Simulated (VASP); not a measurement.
Input of a VASP 6.6.1 run:

The input INCAR:

```
PREC = Accurate ; ENCUT = 520
EDIFF = 1E-7 ; ISMEAR = -1
SIGMA = 0.05 ; LREAL = False
LASPH = True ; NELM = 60
ALGO = Normal ; ISIF = 2
LWAVE = False ; LCHARG = False
GGA = PE ; NBANDS = 13
```

File KPOINTS:

```
Automatic mesh
0
Gamma
  11 11 7
```

Contents of POSCAR:

```
TaH
1.0
    2.8793200000      0.0000000000      0.0000000000
   -1.4396600000      2.4935600000      0.0000000000
    0.0000000000      0.0000000000      3.6549300000
Ta H
1 1
Direct
    0.0000000000      0.0000000000      0.5000000000
    0.0000000000      0.0000000000      0.0000000000
```

Potentials or basis: VASP PAW PBE potentials, release 64 (Ta_pv, H).

Launch:

```console
$ cat potpaw_PBE.64/Ta_pv/POTCAR potpaw_PBE.64/H/POTCAR > POTCAR
$ mpirun -np 1 vasp_std > vasp.out
```

Question: Estimate the band gap on the k mesh.

Answer: None (metal or under the smearing width).

Question: Estimate the pressure.

Answer: 0.2 GPa.

Stress tensor (GPa, compression positive):
```
0.15 0.00 0.00
0.00 0.15 0.00
0.00 0.00 0.26
```

The run has no spin-orbit coupling, so splittings on Ta are missing.
